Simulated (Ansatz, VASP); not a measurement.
**MgS: VASP beside Ansatz**

File INCAR:

```
PREC = Accurate ; ENCUT = 520
EDIFF = 1E-7 ; ISMEAR = 0
SIGMA = 0.05 ; LREAL = F
LASPH = T ; NELM = 60
ALGO = Normal ; ISIF = 2
LWAVE = F ; LCHARG = F
GGA = PE ; NBANDS = 11
```

KPOINTS

```
Automatic mesh
0
Gamma
  8 8 8
```

POSCAR

```
MgS
1.0
    0.0000000000      2.6016500000      2.6016500000
    2.6016500000      0.0000000000      2.6016500000
    2.6016500000      2.6016500000      0.0000000000
Mg S
1 1
Direct
    0.0000000000      0.0000000000      0.0000000000
    0.5384371457      0.5384371457      0.4615628543
```

Input for Ansatz:

```yaml
crystal:
  lattice:
    - [0.0, 2.60165, 2.60165]
    - [2.60165, 0.0, 2.60165]
    - [2.60165, 2.60165, 0.0]
  atoms:
    - { symbol: Mg, position: [0.0, 0.0, 0.0] }
    - { symbol: S, position: [0.5384371457, 0.5384371457, 0.4615628543] }
basis:
  ecutwfc: 420
kpoints:
  mp_grid: { grid: [8, 8, 8] }
hamiltonian:
  xc: pbe
scf:
  occupations: { method: gaussian, width: 0.05 }
output:
  forces: true
  stress: true
  eigenvalues: true
```

Change from the starting cell: all S atoms moved -0.200 Å, as atom 2 towards its neighbour atom 1 (Mg) at 2.602 Å.

Alike in both runs: task single point; functional PBE; k mesh 8 × 8 × 8; occupations gaussian, width 0.05 eV; no spin polarisation.

|  | VASP | Ansatz |
| --- | --- | --- |
| version | VASP 6.6.1 | Ansatz 0.2.0 |
| potentials or method | VASP PAW PBE potentials, release 64 (Mg, S) | scalar-relativistic, plane waves, PAW |
| plane-wave cutoff (eV) | 520 | 420 |
| valence electrons in the cell | 8 | 16 |

VASP gave:

- gap on the k mesh at the Fermi level (eV): 2.79
- least direct gap on the mesh (eV): 3.70
- pressure (GPa): 2.3
- largest component of the traceless stress (GPa): 3.39
- rms of the force components (eV/Å): 0.403

Task: What did Ansatz give for the same quantities?

Result: gap on the k mesh at the Fermi level (eV): 2.80; least direct gap on the mesh (eV): 3.71; pressure (GPa): 2.5; largest component of the traceless stress (GPa): 3.39; rms of the force components (eV/Å): 0.403.

Atom by atom the forces differ by 0.000 eV/Å (rms over components). The two sets of potentials don't hold the same shells in valence.

A k mesh can miss the band edges.
